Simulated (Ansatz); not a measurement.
The cell is COD entry 1008063, as deposited and not checked against the literature; nothing was relaxed. The listed cell was then made from it by scaling, straining or moving an atom.

TiTe2: DFT, PBEsol, all-electron LAPW, scalar-relativistic (Ansatz 0.2.0). What sets it apart from a plain run of this crystal: volume scaled by 1.04.

Command: `ansatz run input.yaml --threads 1 --pin off --max-ram 4096MiB --backend cpu --events-out ev --progress --plain --runs-dir out` The run took 110 s on 1 thread of AMD EPYC 7R43 64-Core Processor (Zen 3), with other jobs on the host, peak memory 0.82 GiB.

```yaml
crystal:
  lattice:
    - [3.8267039675, 0.0, 0.0]
    - [-1.9133519838, 3.3140228486, 0.0]
    - [0.0, 0.0, 6.583509806]
  atoms:
    - { symbol: Ti, position: [0.0, 0.0, 0.0] }
    - { symbol: Te, position: [0.6666666667, 0.3333333333, 0.2628] }
    - { symbol: Te, position: [0.3333333333, 0.6666666667, 0.7372] }
kpoints:
  mp_grid: { grid: [13, 13, 7] }
  band_path:
    path:
      - [0.0, 0.0, 0.0]
      - [0.5, 0.0, 0.0]
      - [0.3333333333, 0.3333333333, 0.0]
      - [0.0, 0.0, 0.0]
      - [0.0, 0.0, 0.5]
      - [0.5, 0.0, 0.5]
      - [0.3333333333, 0.3333333333, 0.5]
      - [0.0, 0.0, 0.5]
      - [0.5, 0.0, 0.5]
    npoints: 5
scf:
  occupations: { method: fermi_dirac, width: 0.03 }
hamiltonian:
  xc: pbesol
  pseudopotentials: { kind: all_electron, lapw: { basis_error: 0.001 } }
output:
  forces: true
  stress: true
  eigenvalues: true
```

Output (standing set-up lines are left out):

```
LAPW: plane waves up to 7.818 Å⁻¹, error target 1.0e-3 eV per atom; small_component_spin mean_spin; Ti in spheres of 1.371 Å, 12 of its electrons in bands, Dirac shells []; Te in spheres of 1.436 Å, 24 of its electrons in bands, Dirac shells []
Crystal: 3 atoms, lattice volume = 83.491 Å³
Basis set: ecut = 232.89447494143724 eV, 665 PW (Γ), exchange–correlation at level 2
Space group: P-3m1 (ITA 164), of the structure as read, at distance tolerance 4.4e-5 Å
Initial density: superposition of atomic densities (chi_scale 0.1, normalization cell, long waves kept (reshape's long-wave potential 0.07 eV rms))
iter 1 solved again at ethr=1.46e-3 eV; its pass at ethr=1.00e-1 eV (dr2=8.76e-1 eV) is discarded
SCF iter   1: F=—  HF=-392821.790097 eV  |F-HF|=—  |Δ(HF+E_count)|=         —  Δρ=1.89e-2  dr2=8.78e-1  ethr=1.46e-3  ⟨swp⟩=2.0  Hψ=30945  notcnv=0
preconditioner: auto → LDOS  [metal: Δε(μ)=0.032 eV  Ē_g=6.801 eV  σ=0.030 eV  W_gap=0.26  n_scr=22 (ndim 8)  ℏωp=16.3 eV  f_vac=0.024  D(μ)=1.40/eV (n_scr^D=2)  β→1.0]
SCF iter   2: F=—  HF=-392821.855296 eV  |F-HF|=—  |Δ(HF+E_count)|=   6.52e-2  Δρ=1.70e-2  dr2=1.48e0  ethr=1.46e-3  ⟨swp⟩=3.2  Hψ=15839  notcnv=0
iter 3 solved again at ethr=4.55e-5 eV; its pass at ethr=1.46e-3 eV (dr2=2.73e-2 eV) is discarded
SCF iter   3: F=—  HF=-392821.534718 eV  |F-HF|=—  |Δ(HF+E_count)|=   3.21e-1  Δρ=2.89e-3  dr2=2.68e-2  ethr=4.55e-5  ⟨swp⟩=2.0  Hψ=24426  notcnv=0
SCF iter   4: F=—  HF=-392821.530661 eV  |F-HF|=—  |Δ(HF+E_count)|=         —  Δρ=1.16e-3  dr2=2.37e-3  ethr=4.47e-5  ⟨swp⟩=2.0  Hψ=14251  notcnv=0
the basis was enlarged: its passes take 273.1 KiB over the memory plan, 1 of 1 planned eigensolver slots
SCF iter   5: F=—  HF=-392821.530180 eV  |F-HF|=—  |Δ(HF+E_count)|=   4.81e-4  Δρ=2.99e-4  dr2=8.50e-5  ethr=3.95e-6  ⟨swp⟩=2.0  Hψ=13771  notcnv=0
SCF iter   6: F=—  HF=-392821.530120 eV  |F-HF|=—  |Δ(HF+E_count)|=   6.02e-5  Δρ=9.73e-5  dr2=1.03e-5  ethr=1.42e-7  ⟨swp⟩=2.0  Hψ=13771  notcnv=0
SCF iter   7: F=—  HF=-392821.530122 eV  |F-HF|=—  |Δ(HF+E_count)|=   1.95e-6  Δρ=2.01e-5  dr2=2.64e-7  ethr=1.71e-8  ⟨swp⟩=2.0  Hψ=13771  notcnv=0
SCF iter   8: F=-392821.530122 eV  HF=-392821.530122 eV  |F-HF|=3.20e-9  |Δ(HF+E_count)|=   5.15e-8  Δρ=4.26e-6  dr2=1.31e-8  ethr=4.40e-10  ⟨swp⟩=2.0  Hψ=13776  notcnv=0
SCF 1 converged in 8 iterations: F = -392821.530122 eV  dr2 = 1.31e-8
NSCF: frozen V_eff on 41 k-points
SCF converged after 8 iterations
Free energy (F): -392821.530122 eV
Harris-Foulkes:  -392821.530122 eV  (|F-HF|=3.20e-9)
Internal energy: -392821.526283 eV  (E = F + TS)
E sigma→0 (E₀):  -392821.528202 eV
Entropy (-TS):   -0.003839 eV (-1.280 meV/atom)
Fermi energy:    11.281048 eV
--- Per-component energies (eV) ---
  E_band       = -2382.658173
  E_kinetic    = 413737.604809
  E_xc         = -10544.501896
  E_electrostatic = -796014.629196  (all electrons and nuclei)
  E_smearing   = -0.003839  (= −TS)
  E_closure    = 0.000000  (closes the sum)
  E_atoms      = -392805.220994  (free atoms, spherical and without spin; not in F)
  Σ components = -392821.530122   (vs F -392821.530122, Δ=0.00e0)
  Basis errors (estimates in eV, not in F): energy 3.9e-4 per atom: plane waves 3.4e-4 (1.9e-4 summed), levels above the bands 8.6e-69, relativity 2.2e-8, radial functions 4.5e-5, core shells 1.2e-7; eigenvalues (radial functions only) 9.6e-7; not estimated: angular momenta, meshes, grids; target (lapw.basis_error) 1.0e-3; muffin-tin radii Ti 1.371 Å, Te 1.436 Å
--- Forces (eV/Å), atoms counted from 1 ---
  atom   1  Ti    -0.00000000     0.00000000     0.00000000
  atom   2  Te     0.00000000     0.00000000    -0.42096593
  atom   3  Te    -0.00000000    -0.00000000     0.42096593
  max |Σ_I F_I| component: 1.45e-19 eV/Å
--- Stress (GPa, compression-positive) ---
       -4.657726      -0.000000      -0.000000
       -0.000000      -4.657726       0.000000
       -0.000000       0.000000      -3.913490
  P = ⅓ Tr σ = -4.4096 GPa (-44.096 kbar)
--- Band table (eV; the first three rows and the last of 126) ---
  k-point 0: bands = ["-147.5625", "-147.5625", "-97.6727", "-97.6727", "-97.6727", "-97.6727", "-97.6529", "-97.6528", "-46.0640", "-25.1276", "-25.1276", "-25.1244", "-25.1244", "-25.1068", "-25.1068", "-25.1053", "-25.1053", "-25.0980", "-25.0962", "-22.4099", "-22.4099", "-22.3704", "-0.9441", "0.4486", "6.2271", "9.6497", "9.6497", "11.5944", "11.6389", "11.6389", "11.7739", "12.2456", "12.2456", "14.1756", "14.1756", "16.2467"]
  k-point 1: bands = ["-147.5625", "-147.5625", "-97.6727", "-97.6727", "-97.6727", "-97.6727", "-97.6529", "-97.6528", "-46.0640", "-25.1280", "-25.1280", "-25.1241", "-25.1241", "-25.1067", "-25.1067", "-25.1054", "-25.1054", "-25.0979", "-25.0963", "-22.4099", "-22.4099", "-22.3704", "-0.8939", "0.3534", "6.4325", "9.6620", "9.6620", "10.9797", "11.6369", "11.6369", "12.0230", "12.1847", "12.1847", "14.2538", "14.2538", "16.3065"]
  k-point 2: bands = ["-147.5625", "-147.5625", "-97.6727", "-97.6727", "-97.6727", "-97.6727", "-97.6529", "-97.6528", "-46.0640", "-25.1287", "-25.1287", "-25.1235", "-25.1235", "-25.1065", "-25.1065", "-25.1055", "-25.1055", "-25.0976", "-25.0966", "-22.4099", "-22.4099", "-22.3704", "-0.7483", "0.1125", "6.9975", "9.6908", "9.6908", "10.0074", "11.6325", "11.6325", "12.0579", "12.0579", "12.1394", "14.4217", "14.4217", "16.4683"]
  k-point 125: bands = ["-147.5625", "-147.5625", "-97.6727", "-97.6727", "-97.6727", "-97.6727", "-97.6529", "-97.6529", "-46.0616", "-25.1281", "-25.1224", "-25.1219", "-25.1196", "-25.1086", "-25.1082", "-25.1071", "-25.1052", "-25.0924", "-25.0923", "-22.4397", "-22.4333", "-22.3531", "0.9166", "0.9637", "7.2416", "7.3372", "7.8478", "8.3188", "9.5371", "9.6409", "12.0991", "12.1717", "12.3356", "13.8703", "14.2316", "16.7446"]
```
